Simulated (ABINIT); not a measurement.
Ta:

```xyz
1
Lattice="-1.6513 1.6513 1.6513 1.6513 -1.6513 1.6513 1.6513 1.6513 -1.6513" Properties=species:S:1:pos:R:3 pbc="T T T"
Ta    0.0000    0.0000    0.0000
```

- Program: ABINIT 10.8.3 (patched build)
- Task: single point
- Functional: PBE
- Potentials or basis: JTH PAW PBE v2.0
- Cutoff: 517 eV
- k mesh: 11 × 11 × 11
- Occupations: fermi-dirac, width 0.05 eV
- Spin: no spin polarisation

On this cell: pressure 2.4 GPa; band gap on the k mesh none (metal or under the smearing width).

The same run follows on a disturbed copy (cell strained at random at fixed volume):

```
CELL_PARAMETERS angstrom
-1.62073 1.65465 1.62924
1.69780 -1.62617 1.67783
1.62244 1.62787 -1.60076
ATOMIC_POSITIONS crystal
Ta 0.00191 0.97643 0.99590
```

**Question.** What changes?

**Answer.** The energy (extrapolated to zero smearing) moves by +15.1 meV/atom; pressure 2.8 GPa; band gap on the k mesh none (metal or under the smearing width).

Stress tensor (GPa, compression positive):
```
 2.20 -0.23 -4.46
-0.23  3.51 -1.49
-4.46 -1.49  2.68
```
